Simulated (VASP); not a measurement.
# N2 in VASP: a series of runs

The runs below take N2 through relaxation of the atoms, single point, with PBEsol, RPBE.

All numbers are computed with VASP 6.6.1; they aren't measurements. Logs are shortened: lines on timing, memory, paths and dates and some standing lists are left out, and cuts for length are marked.

**1. Starting point**

The cell holds a molecule in a box, 2 atoms: a = 10.000 Å, b = 10.500 Å, c = 11.000 Å, α = 90.00°, β = 90.00°, γ = 90.00°.

**2. Relaxation of the atoms, PBEsol**

Contents of INCAR:

```
SYSTEM = N
  PREC = Accurate
  ENCUT = 520
  EDIFF = 1E-7
  ISMEAR = 0
  SIGMA = 0.02
  LREAL = .FALSE.
  LASPH = .TRUE.
  NELM = 100
  ALGO = Fast
  ISIF = 2
  LWAVE = .FALSE.
  LCHARG = .FALSE.
  GGA = PS
  IBRION = 2
  NSW = 90
  EDIFFG = -0.005
  ISYM = 0
```

Contents of KPOINTS:

```
regular mesh
0
G
  1 1 1
  0 0 0
```

Contents of POSCAR:

```
N
1.0
   10.0000000000      0.0000000000      0.0000000000
    0.0000000000     10.5000000000      0.0000000000
    0.0000000000      0.0000000000     11.0000000000
N
2
Direct
    0.5000000000      0.5000000000      0.4500000000
    0.5000000000      0.5000000000      0.5500000000
```

Potentials or basis: VASP PAW PBE potentials, release 64 (N).

Run with:

```console
$ cat potpaw_PBE.64/N/POTCAR > POTCAR
$ mpirun -np 1 vasp_std > vasp.out
```

OUTCAR:

```text
SYSTEM = N
   PREC = Accurate
   ENCUT = 520
   EDIFF = 1E-7
   ISMEAR = 0
   LREAL = .FALSE.
   LASPH = .TRUE.
   NELM = 100
   ISIF = 2
   GGA = PS
   IBRION = 2
   NSW = 90
   EDIFFG = -0.005
   ISYM = 0

 ion  position               nearest neighbor table
   1  0.500  0.500  0.450-   2 1.10
   2  0.500  0.500  0.550-   1 1.10

IMPORTANT INFORMATION: All symmetrisations will be switched off!
NOSYMM: (Re-)initialisation of all symmetry stuff for point group C_1.

----------------------------------------------------------------------------------------

                                     Primitive cell

  volume of cell :    1155.0000

  direct lattice vectors                    reciprocal lattice vectors
    10.000000000  0.000000000  0.000000000     0.100000000  0.000000000  0.000000000
     0.000000000 10.500000000  0.000000000     0.000000000  0.095238095  0.000000000
     0.000000000  0.000000000 11.000000000     0.000000000  0.000000000  0.090909091

  length of vectors
    10.000000000 10.500000000 11.000000000     0.100000000  0.095238095  0.090909091

  position of ions in fractional coordinates (direct lattice)
     0.500000000  0.500000000  0.450000000
     0.500000000  0.500000000  0.550000000

  ion indices of the primitive-cell ions
   primitive index   ion index
                 1           1
                 2           2

----------------------------------------------------------------------------------------

 KPOINTS: regular mesh

Automatic generation of k-mesh.
 Grid dimensions read from file:
 generate k-points for:    1    1    1

 Generating k-lattice:

  Cartesian coordinates                     Fractional coordinates (reciprocal lattice)
     0.100000000  0.000000000  0.000000000     1.000000000  0.000000000  0.000000000
     0.000000000  0.095238095  0.000000000     0.000000000  1.000000000  0.000000000
     0.000000000  0.000000000  0.090909091     0.000000000  0.000000000  1.000000000

  Length of vectors
     0.100000000  0.095238095  0.090909091

  Shift w.r.t. Gamma in fractional coordinates (k-lattice)
     0.000000000  0.000000000  0.000000000

 Subroutine IBZKPT returns following result:
 ===========================================

 Found      1 irreducible k-points:

 Following reciprocal coordinates:
            Coordinates               Weight
  0.000000  0.000000  0.000000      1.000000
   k-points           NKPTS =      1   k-points in BZ     NKDIM =      1   number of bands    NBANDS=      9
   number of dos      NEDOS =    301   number of ions     NIONS =      2
   total plane-waves  NPLWV = 537600
   dimension x,y,z NGX =    80 NGY =   80 NGZ =   84
   dimension x,y,z NGXF=   160 NGYF=  160 NGZF=  168
   ions per type =               2
   NGX,Y,Z   is equivalent  to a cutoff of  13.30, 12.67, 12.70 a.u.
   NGXF,Y,Z  is equivalent  to a cutoff of  26.60, 25.33, 25.39 a.u.
 SYSTEM =  N
   PREC   = accura    normal or accurate (medium, high low for compatibility)
   ISTART =      0    job   : 0-new  1-cont  2-samecut
   ICHARG =      2    charge: 1-file 2-atom 10-const
   ISPIN  =      1    spin polarized calculation?
   LNONCOLLINEAR =      F non collinear calculations
   LSORBIT =      F    spin-orbit coupling
   LASPH  =      T    aspherical Exc in radial PAW
   ENCUT  =  520.0 eV  38.22 Ry    6.18 a.u.  18.59 19.52 20.45*2*pi/ulx,y,z
   NELM   =    100;   NELMIN=  2; NELMDL= -5     # of ELM steps
   EDIFF  = 0.1E-06   stopping-criterion for ELM
   LREAL  =      F    real-space projection
   EDIFFG = -.5E-02   stopping-criterion for IOM
   NSW    =     90    number of steps for IOM
   IBRION =      2    ionic relax: 0-MD 1-quasi-New 2-CG
   NFREE  =      1    steps in history (QN), initial steepest desc. (CG)
   ISIF   =      2    stress and relaxation
   ISYM   =      0    0-nonsym 1-usesym 2-fastsym
   POTIM  = 0.5000    time-step for ionic-motion
   TEBEG  =    0.0;   TEEND  =   0.0 temperature during run
   PSTRESS=    0.0 pullay stress
   NELECT =      10.0000    total number of electrons
   NUPDOWN=      -1.0000    fix difference up-down
   EMIN   =  10.00;   EMAX   =-10.00  energy-range for DOS
   EFERMI =   0.00;   METHOD = LEGACY
   ISMEAR =     0;   SIGMA  =   0.02  broadening in eV -4-tet -1-fermi 0-gaus
   EFERMI_NEDOS =   21; number of points for ismear=-14 and -15
   IALGO  =     68    algorithm
   IMIX   =      4    mixing-type and parameters
     AMIX     =   0.40;   BMIX     =  1.00
     AMIX_MAG =   1.60;   BMIX_MAG =  1.00
  volume/ion in A,a.u.               =     577.50      3897.16
  Fermi-wavevector in a.u.,A,eV,Ry     =   0.336161  0.635252  1.537517  0.113004
  Thomas-Fermi vector in A             =   1.236311
   LORBIT       =      0    0 simple, 1 ext, 2 COOP (PROOUT), +10 PAW based schemes
   GGA     = PS    functional components
   LHFCALC =     F    Hartree Fock is set to
   AEXX    =    0.0000 exact exchange contribution
   IVDW    =     0    specifies the selected vdW correction
   LEPSILON=     F    determine dielectric tensor
   LRPA    =     F    only Hartree local field effects (RPA)
 conjugate gradient relaxation of ions
 non-spin polarized calculation
 RMM-DIIS sequential band-by-band and
 Gauss-broadening in eV      SIGMA  =   0.02
  energy-cutoff  :      520.00
  volume of cell :     1155.00
 maximum number of plane-waves:     31095
 NGX is ok and might be reduce to    80
   NGX = 37   NGY = 39   NGZ = 41

--------------------------------------- Ionic step        1  -------------------------------------------

 number of electron      10.0000002 magnetization

 Free energy of the ion-electron system (eV)
  ---------------------------------------------------
  ext. energy  EPLUGINS =         0.00000000
  ---------------------------------------------------
  free energy    TOTEN  =       -17.05067307 eV

  energy without entropy =      -17.05067307  energy(sigma->0) =      -17.05067307

------------------------ aborting loop because EDIFF is reached ----------------------------------------

  FORCE on cell =-STRESS in cart. coord.  units (eV):
  Direction    XX          YY          ZZ          XY          YZ          ZX
  --------------------------------------------------------------------------------------
  -------------------------------------------------------------------------------------
  Total       -0.0601318     -0.0598560      1.9598415      0.0000000     -0.0000045     -0.0000003
  in kB       -0.0834128     -0.0830303      2.7186266      0.0000000     -0.0000062     -0.0000004
  external PRESSURE =       0.8507278 kB  Pullay stress =       0.0000000 kB

 VOLUME and BASIS-vectors are now :
 -----------------------------------------------------------------------------
  energy-cutoff  :      520.00
  volume of cell :     1155.00
      direct lattice vectors                 reciprocal lattice vectors
    10.000000000  0.000000000  0.000000000     0.100000000  0.000000000  0.000000000
     0.000000000 10.500000000  0.000000000     0.000000000  0.095238095  0.000000000
     0.000000000  0.000000000 11.000000000     0.000000000  0.000000000  0.090909091
[... 73 lines left out ...]
 POSITION                                       TOTAL-FORCE (eV/Angst)
 -----------------------------------------------------------------------------------
      5.00000      5.25000      4.94370        -0.000000      0.000000      0.144694
      5.00000      5.25000      6.05630         0.000000     -0.000000     -0.144694
 -----------------------------------------------------------------------------------
    total drift:                               -0.000000     -0.000000     -0.000001

  FREE ENERGIE OF THE ION-ELECTRON SYSTEM (eV)
  ---------------------------------------------------
  free  energy   TOTEN  =       -17.0612935408 eV

  energy  without entropy=      -17.0612935408  energy(sigma->0) =      -17.06129354

[... ionic steps 4 to 7 ...]

--------------------------------------- Ionic step        8  -------------------------------------------

 number of electron      10.0000003 magnetization

------------------------ aborting loop because EDIFF is reached ----------------------------------------

  FORCE on cell =-STRESS in cart. coord.  units (eV):
  Direction    XX          YY          ZZ          XY          YZ          ZX
  --------------------------------------------------------------------------------------
  -------------------------------------------------------------------------------------
  Total       -0.0526985     -0.0524196     -0.0710121      0.0000000      0.0000000     -0.0000000
  in kB       -0.0731016     -0.0727147     -0.0985056      0.0000000      0.0000000     -0.0000000
  external PRESSURE =      -0.0814406 kB  Pullay stress =       0.0000000 kB

 VOLUME and BASIS-vectors are now :
 -----------------------------------------------------------------------------
  energy-cutoff  :      520.00
  volume of cell :     1155.00
      direct lattice vectors                 reciprocal lattice vectors
    10.000000000  0.000000000  0.000000000     0.100000000  0.000000000  0.000000000
     0.000000000 10.500000000  0.000000000     0.000000000  0.095238095  0.000000000
     0.000000000  0.000000000 11.000000000     0.000000000  0.000000000  0.090909091
[... 37 lines left out ...]
 POSITION                                       TOTAL-FORCE (eV/Angst)
 -----------------------------------------------------------------------------------
      5.00000      5.25000      4.94419        -0.000000     -0.000000     -0.005376
      5.00000      5.25000      6.05581         0.000000      0.000000      0.005376
 -----------------------------------------------------------------------------------
    total drift:                               -0.000000     -0.000000     -0.000000

  FREE ENERGIE OF THE ION-ELECTRON SYSTEM (eV)
  ---------------------------------------------------
  free  energy   TOTEN  =       -17.0613620195 eV

  energy  without entropy=      -17.0613620195  energy(sigma->0) =      -17.06136202

--------------------------------------- Ionic step       10  -------------------------------------------

 number of electron      10.0000003 magnetization

 Free energy of the ion-electron system (eV)
  ---------------------------------------------------
  ext. energy  EPLUGINS =         0.00000000
  ---------------------------------------------------
  free energy    TOTEN  =       -17.06136210 eV

  energy without entropy =      -17.06136210  energy(sigma->0) =      -17.06136210

 E-fermi :  -9.8655     XC(G=0):  -0.5106

 val. band max:      -10.0295448945   @ k =   0.0000   0.0000   0.0000
 cond. band min:      -1.9833919290   @ k =   0.0000   0.0000   0.0000
 fundamental gap:      8.0461529656
 Fermi energy:        -9.8655471465

 k-point     1 :       0.0000    0.0000    0.0000
  band No.  band energies     occupation
      1     -28.0370      2.00000
      2     -13.3235      2.00000
      3     -11.4473      2.00000
      4     -11.4473      2.00000
      5     -10.0295      2.00000
      6      -1.9834      0.00000
      7      -1.9833      0.00000
      8      -0.1480      0.00000
      9       1.0102      0.00000

------------------------ aborting loop because EDIFF is reached ----------------------------------------

  FORCE on cell =-STRESS in cart. coord.  units (eV):
  Direction    XX          YY          ZZ          XY          YZ          ZX
  --------------------------------------------------------------------------------------
  -------------------------------------------------------------------------------------
  Total       -0.0536776     -0.0533984     -0.0763741      0.0000000     -0.0000000      0.0000000
  in kB       -0.0744598     -0.0740725     -0.1059436      0.0000000     -0.0000000      0.0000000
  external PRESSURE =      -0.0848253 kB  Pullay stress =       0.0000000 kB
[... 10 lines left out ...]
 POSITION                                       TOTAL-FORCE (eV/Angst)
 -----------------------------------------------------------------------------------
      5.00000      5.25000      4.94418        -0.000000     -0.000000     -0.002232
      5.00000      5.25000      6.05582         0.000000      0.000000      0.002232
 -----------------------------------------------------------------------------------
    total drift:                               -0.000000      0.000000     -0.000000

  FREE ENERGIE OF THE ION-ELECTRON SYSTEM (eV)
  ---------------------------------------------------
  free  energy   TOTEN  =       -17.0613621010 eV

  energy  without entropy=      -17.0613621010  energy(sigma->0) =      -17.06136210

 reached required accuracy - stopping structural energy minimisation
```

Wall time 3.4 min (1 thread of Intel Xeon 6975P-C (Granite Rapids), shared host); peak memory 1 GiB.

What came out:

- Free energy: -17.0614 eV
- Energy gained by relaxing: 5.3 meV/atom
- Ionic steps: 10
- Gap between the frontier levels: 8.05 eV

Forces in eV/Å, atoms in the order of the input:
```
N    0.000  0.000 -0.002
N    0.000  0.000  0.002
```

Step by step:
```tsv
step	energy change (eV)	largest force (eV/Å)	pressure (GPa)
1	0.0000	1.8636	0.09
2	1.4174	13.6551	-0.81
3	-0.0106	0.1447	-0.02
4	-0.0107	0.0068	-0.01
5	-0.0107	0.0296	-0.01
6	-0.0107	0.0243	-0.01
7	-0.0107	0.0085	-0.01
8	-0.0107	0.0065	-0.01
9	-0.0107	0.0054	-0.01
10	-0.0107	0.0022	-0.01
```

Final structure:
```xyz
2
Lattice="10.0000 0.0000 0.0000 0.0000 10.5000 0.0000 0.0000 0.0000 11.0000" Properties=species:S:1:pos:R:3 pbc="T T T"
N     5.0000    5.2500    4.9442
N     5.0000    5.2500    6.0558
```

Levels at points of the mesh, in eV from the valence-band top:
```
           k point  band 2  band 3  band 4  band 5  band 6  band 7  band 8  band 9
(0.00, 0.00, 0.00)   -3.29   -1.42   -1.42    0.00    8.05    8.05    9.88   11.04
```

Caveat: the standard files for N, O and F lose accuracy on very short bonds; the PAW data sets were made with another functional, which shifts forces and pressure a little. A hybrid or GW would open this gap; PBEsol tends to underestimate it.

**3. Single point, PBEsol**

Contents of INCAR:

```
SYSTEM = N
  PREC = Accurate
  ENCUT = 520
  EDIFF = 1E-6
  ISMEAR = 0
  SIGMA = 0.02
  LREAL = .FALSE.
  LASPH = .TRUE.
  NELM = 100
  ALGO = Fast
  ISIF = 2
  LWAVE = .FALSE.
  LCHARG = .FALSE.
  GGA = PS
  NBANDS = 12
```

KPOINTS is that of step 2.

POSCAR is that of step 2.

Potentials or basis: VASP PAW PBE potentials, release 64 (N).

Run with:

```console
$ cat potpaw_PBE.64/N/POTCAR > POTCAR
$ mpirun -np 1 vasp_std > vasp.out
```

OUTCAR:

```text
SYSTEM = N
   PREC = Accurate
   ENCUT = 520
   EDIFF = 1E-6
   ISMEAR = 0
   LREAL = .FALSE.
   LASPH = .TRUE.
   NELM = 100
   ISIF = 2
   GGA = PS

 ion  position               nearest neighbor table
   1  0.500  0.500  0.450-   2 1.10
   2  0.500  0.500  0.550-   1 1.10

  LATTYP: Found a simple orthorhombic cell.
 ALAT       =    10.0000000000
 B/A-ratio  =     1.0500000000
 C/A-ratio  =     1.1000000000

  Lattice vectors:
[... 177 lines left out ...]
     11       1.1897      0.00000
     12       1.2910      0.00000

------------------------ aborting loop because EDIFF is reached ----------------------------------------

  FORCE on cell =-STRESS in cart. coord.  units (eV):
  Direction    XX          YY          ZZ          XY          YZ          ZX
  --------------------------------------------------------------------------------------
  -------------------------------------------------------------------------------------
  Total       -0.0592454     -0.0589501      1.9600183      0.0000000      0.0000000      0.0000000
  in kB       -0.0821833     -0.0817737      2.7188718      0.0000000      0.0000000      0.0000000
  external PRESSURE =       0.8516383 kB  Pullay stress =       0.0000000 kB

 VOLUME and BASIS-vectors are now :
 -----------------------------------------------------------------------------
  energy-cutoff  :      520.00
  volume of cell :     1155.00
      direct lattice vectors                 reciprocal lattice vectors
    10.000000000  0.000000000  0.000000000     0.100000000  0.000000000  0.000000000
     0.000000000 10.500000000  0.000000000     0.000000000  0.095238095  0.000000000
     0.000000000  0.000000000 11.000000000     0.000000000  0.000000000  0.090909091

 POSITION                                       TOTAL-FORCE (eV/Angst)
 -----------------------------------------------------------------------------------
      5.00000      5.25000      4.95000         0.000000     -0.000000     -1.863325
      5.00000      5.25000      6.05000         0.000000      0.000000      1.863325
 -----------------------------------------------------------------------------------
    total drift:                                0.000000      0.000000      0.000000

  FREE ENERGIE OF THE ION-ELECTRON SYSTEM (eV)
  ---------------------------------------------------
  free  energy   TOTEN  =       -17.0506727161 eV

  energy  without entropy=      -17.0506727161  energy(sigma->0) =      -17.05067272
```

OSZICAR:

```text
N       E                     dE             d eps       ncg     rms          rms(c)
DAV:   1     0.744325071703E+02    0.74433E+02   -0.22785E+03    32   0.418E+02
DAV:   2    -0.573842933010E+01   -0.80171E+02   -0.79650E+02    44   0.976E+01
DAV:   3    -0.176258489866E+02   -0.11887E+02   -0.11872E+02    28   0.535E+01
[... 12 lines left out ...]
RMM:  16    -0.170506445102E+02   -0.48347E-04   -0.91489E-06    35   0.150E-02    0.252E-03
RMM:  17    -0.170506684120E+02   -0.23902E-04   -0.54184E-06    35   0.116E-02    0.307E-03
RMM:  18    -0.170506709003E+02   -0.24884E-05   -0.80766E-07    31   0.674E-03    0.973E-04
RMM:  19    -0.170506725957E+02   -0.16953E-05   -0.26640E-07    29   0.293E-03    0.544E-04
RMM:  20    -0.170506727161E+02   -0.12047E-06   -0.38147E-08    27   0.129E-03
   1 F= -.17050673E+02 E0= -.17050673E+02  d E =-.691995E-33
```

Run time: 65 s. Hardware: 1 thread of Intel Xeon 6975P-C (Granite Rapids), shared host; peak memory 0.89 GiB.

Results:

```
Free energy                     : -17.0507 eV
Largest force                   : 1.863 eV/Å
Gap between the frontier levels : 8.19 eV
```

Forces in eV/Å, atoms in the order of the input:
```
N    0.000  0.000 -1.863
N    0.000  0.000  1.863
```

Caveat: the standard files for N, O and F lose accuracy on very short bonds; the PAW data sets were made with another functional, which shifts forces and pressure a little.

**4. Relaxation of the atoms, PBEsol**

Contents of INCAR:

```
SYSTEM = N
  PREC = Accurate
  ENCUT = 500
  EDIFF = 1E-7
  ISMEAR = 0
  SIGMA = 0.02
  LREAL = .FALSE.
  LASPH = .TRUE.
  NELM = 100
  ALGO = Fast
  ISIF = 2
  LWAVE = .FALSE.
  LCHARG = .FALSE.
  GGA = PS
  IBRION = 2
  NSW = 90
  EDIFFG = -0.005
  ISYM = 0
```

KPOINTS is that of step 3.

POSCAR is that of step 3.

Run with:

```console
$ cat potpaw_PBE.64/N/POTCAR > POTCAR
$ mpirun -np 1 vasp_std > vasp.out
```

Wall time 3.6 min (1 thread of Intel Xeon 6975P-C (Granite Rapids), shared host); peak memory 0.98 GiB.

Results (log left out):

```yaml
Free_energy: -17.0594 eV
Energy_gained_by_relaxing: 5.6 meV/atom
Ionic_steps: 10
Gap_between_the_frontier_levels: 8.04 eV
```

Forces in eV/Å, atoms in the order of the input:
```
N    0.000  0.000 -0.003
N    0.000  0.000  0.003
```

The path:
```
step  energy change (eV)  largest force (eV/Å)  pressure (GPa)
   1              0.0000                1.9092            0.08
   2              1.4748               13.7898           -0.82
   3             -0.0111                0.1556           -0.02
   4             -0.0112                0.0075           -0.01
   5             -0.0112                0.0298           -0.01
   6             -0.0112                0.0245           -0.01
   7             -0.0112                0.0089           -0.01
   8             -0.0112                0.0069           -0.01
   9             -0.0112                0.0059           -0.01
  10             -0.0112                0.0029           -0.01
```

Final structure:
```
N
1.0
    10.00000    0.00000    0.00000
     0.00000   10.50000    0.00000
     0.00000    0.00000   11.00000
N
2
Direct
  0.50000 0.50000 0.44946
  0.50000 0.50000 0.55054
```

Levels at points of the mesh, in eV from the valence-band top:
| k point | band 2 | band 3 | band 4 | band 5 | band 6 | band 7 | band 8 | band 9 |
| --- | --- | --- | --- | --- | --- | --- | --- | --- |
| (0.00, 0.00, 0.00) | -3.30 | -1.42 | -1.42 | 0.00 | 8.04 | 8.04 | 9.88 | 11.04 |

Caveat: the standard files for N, O and F lose accuracy on very short bonds; the PAW data sets were made with another functional, which shifts forces and pressure a little.

(Continued in part 2 of 2.)
